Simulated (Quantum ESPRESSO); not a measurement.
Set up this calculation in Quantum ESPRESSO 7.5, as the native input.

```
Task                : band structure
Functional          : PBEsol
Potentials or basis : PseudoDojo 0.4.1 SR PBEsol standard
Cutoff              : 1143 eV
Density cutoff      : 4572 eV
k mesh              : 9 × 9 × 9
Occupations         : fermi-dirac, width 0.05 eV
Spin                : no spin polarisation
Mixing beta         : 0.5
Most SCF iterations : 120
SCF threshold       : 4e-10 Ry
```

Crystal: MgS (Niningerite).

```
S Mg
1.0
     0.00000    2.60165    2.60165
     2.60165    0.00000    2.60165
     2.60165    2.60165    0.00000
S Mg
1 1
Direct
  0.50000 0.50000 0.50000
  0.00000 0.00000 0.00000
```

These files were run (other wordings do the same):

pw.in

```
&CONTROL
  calculation = 'scf'
  prefix = 'pwscf'
  outdir = './tmp'
  pseudo_dir = './pseudo'
  tprnfor = .true.
  tstress = .true.
  disk_io = 'low'
/
&SYSTEM
  ibrav = 0
  A = 3.67928871
  nat = 2
  ntyp = 2
  ecutwfc = 84
  nbnd = 14
  occupations = 'smearing'
  smearing = 'fd'
  degauss = 0.00367493
/
&ELECTRONS
  conv_thr = 4d-10
  electron_maxstep = 120
  mixing_beta = 0.5
/
ATOMIC_SPECIES
S     32.0600 S.upf
Mg    24.3050 Mg.upf
CELL_PARAMETERS alat
   0.0000000000    0.7071067821    0.7071067821
   0.7071067821    0.0000000000    0.7071067821
   0.7071067821    0.7071067821    0.0000000000
ATOMIC_POSITIONS alat
S      0.7071067821    0.7071067821    0.7071067821
Mg     0.0000000000    0.0000000000    0.0000000000
K_POINTS automatic
9 9 9 0 0 0
```

pp_density.in

```
&INPUTPP
  prefix = 'pwscf'
  outdir = './tmp'
  filplot = 'density.dat'
  plot_num = 0
/
&PLOT
  nfile = 1
  filepp(1) = 'density.dat'
  iflag = 3
  output_format = 6
  fileout = 'density.cube'
/
```

pp_potential.in

```
&INPUTPP
  prefix = 'pwscf'
  outdir = './tmp'
  filplot = 'potential.dat'
  plot_num = 11
/
&PLOT
  nfile = 1
  filepp(1) = 'potential.dat'
  iflag = 3
  output_format = 6
  fileout = 'potential.cube'
/
```

pp_elf.in

```
&INPUTPP
  prefix = 'pwscf'
  outdir = './tmp'
  filplot = 'elf.dat'
  plot_num = 8
/
&PLOT
  nfile = 1
  filepp(1) = 'elf.dat'
  iflag = 3
  output_format = 6
  fileout = 'elf.cube'
/
```

bands.in

```
&CONTROL
  calculation = 'bands'
  prefix = 'pwscf'
  outdir = './tmp'
  pseudo_dir = './pseudo'
  disk_io = 'low'
  verbosity = 'high'
/
&SYSTEM
  ibrav = 0
  A = 3.67928871
  nat = 2
  ntyp = 2
  ecutwfc = 84
  nbnd = 14
  occupations = 'smearing'
  smearing = 'fd'
  degauss = 0.00367493
/
&ELECTRONS
  conv_thr = 1d-08
  electron_maxstep = 120
  mixing_beta = 0.5
  diago_full_acc = .true.
  startingwfc = 'random'
/
ATOMIC_SPECIES
S     32.0600 S.upf
Mg    24.3050 Mg.upf
CELL_PARAMETERS alat
   0.0000000000    0.7071067821    0.7071067821
   0.7071067821    0.0000000000    0.7071067821
   0.7071067821    0.7071067821    0.0000000000
ATOMIC_POSITIONS alat
S      0.7071067821    0.7071067821    0.7071067821
Mg     0.0000000000    0.0000000000    0.0000000000
K_POINTS crystal
60
 0.0000000000  0.0000000000  0.0000000000 1
 0.0625000000  0.0000000000  0.0625000000 1
 0.1250000000  0.0000000000  0.1250000000 1
 0.1875000000  0.0000000000  0.1875000000 1
 0.2500000000  0.0000000000  0.2500000000 1
 0.3125000000  0.0000000000  0.3125000000 1
 0.3750000000  0.0000000000  0.3750000000 1
 0.4375000000  0.0000000000  0.4375000000 1
 0.5000000000  0.0000000000  0.5000000000 1
 0.5000000000  0.0625000000  0.5625000000 1
 0.5000000000  0.1250000000  0.6250000000 1
 0.5000000000  0.1875000000  0.6875000000 1
 0.5000000000  0.2500000000  0.7500000000 1
 0.4375000000  0.3125000000  0.7500000000 1
 0.3750000000  0.3750000000  0.7500000000 1
 0.3375000000  0.3375000000  0.6750000000 1
 0.3000000000  0.3000000000  0.6000000000 1
 0.2625000000  0.2625000000  0.5250000000 1
 0.2250000000  0.2250000000  0.4500000000 1
 0.1875000000  0.1875000000  0.3750000000 1
 0.1500000000  0.1500000000  0.3000000000 1
 0.1125000000  0.1125000000  0.2250000000 1
 0.0750000000  0.0750000000  0.1500000000 1
 0.0375000000  0.0375000000  0.0750000000 1
 0.0000000000  0.0000000000  0.0000000000 1
 0.0625000000  0.0625000000  0.0625000000 1
 0.1250000000  0.1250000000  0.1250000000 1
 0.1875000000  0.1875000000  0.1875000000 1
 0.2500000000  0.2500000000  0.2500000000 1
 0.3125000000  0.3125000000  0.3125000000 1
 0.3750000000  0.3750000000  0.3750000000 1
 0.4375000000  0.4375000000  0.4375000000 1
 0.5000000000  0.5000000000  0.5000000000 1
 0.5250000000  0.4500000000  0.5250000000 1
 0.5500000000  0.4000000000  0.5500000000 1
 0.5750000000  0.3500000000  0.5750000000 1
 0.6000000000  0.3000000000  0.6000000000 1
 0.6250000000  0.2500000000  0.6250000000 1
 0.5833333333  0.2500000000  0.6666666667 1
 0.5416666667  0.2500000000  0.7083333333 1
 0.5000000000  0.2500000000  0.7500000000 1
 0.5000000000  0.2857142857  0.7142857143 1
 0.5000000000  0.3214285714  0.6785714286 1
 0.5000000000  0.3571428571  0.6428571429 1
 0.5000000000  0.3928571429  0.6071428571 1
 0.5000000000  0.4285714286  0.5714285714 1
 0.5000000000  0.4642857143  0.5357142857 1
 0.5000000000  0.5000000000  0.5000000000 1
 0.4821428571  0.4821428571  0.5357142857 1
 0.4642857143  0.4642857143  0.5714285714 1
 0.4464285714  0.4464285714  0.6071428571 1
 0.4285714286  0.4285714286  0.6428571429 1
 0.4107142857  0.4107142857  0.6785714286 1
 0.3928571429  0.3928571429  0.7142857143 1
 0.3750000000  0.3750000000  0.7500000000 1
 0.6250000000  0.2500000000  0.6250000000 1
 0.5937500000  0.1875000000  0.5937500000 1
 0.5625000000  0.1250000000  0.5625000000 1
 0.5312500000  0.0625000000  0.5312500000 1
 0.5000000000  0.0000000000  0.5000000000 1
```

Potentials or basis: PseudoDojo 0.4.1 SR PBEsol standard.

Run with:

```console
$ OMP_NUM_THREADS=1 mpirun -n 2 pw.x -nk 2 -in pw.in > pw.out
$ OMP_NUM_THREADS=1 mpirun -n 1 pp.x -in pp_density.in > pp_density.out
$ OMP_NUM_THREADS=1 mpirun -n 1 pp.x -in pp_potential.in > pp_potential.out
$ OMP_NUM_THREADS=1 mpirun -n 1 pp.x -in pp_elf.in > pp_elf.out
$ OMP_NUM_THREADS=1 mpirun -n 2 pw.x -nk 2 -in bands.in > bands.out
```

Results of the run:

```yaml
Pressure: -0.9 GPa
Band_gap_on_the_k_mesh: 2.83 eV, indirect (least direct gap 3.59 eV)
Band_gap_along_the_path: 2.70 eV, indirect (least direct gap 3.59 eV)
```

Caveat: the mesh misses the band edges, which the band path finds closer together.

Wall time 35 s on 2 MPI ranks on Arm Neoverse V2, on a shared host, peak memory 0.2 GiB a rank.
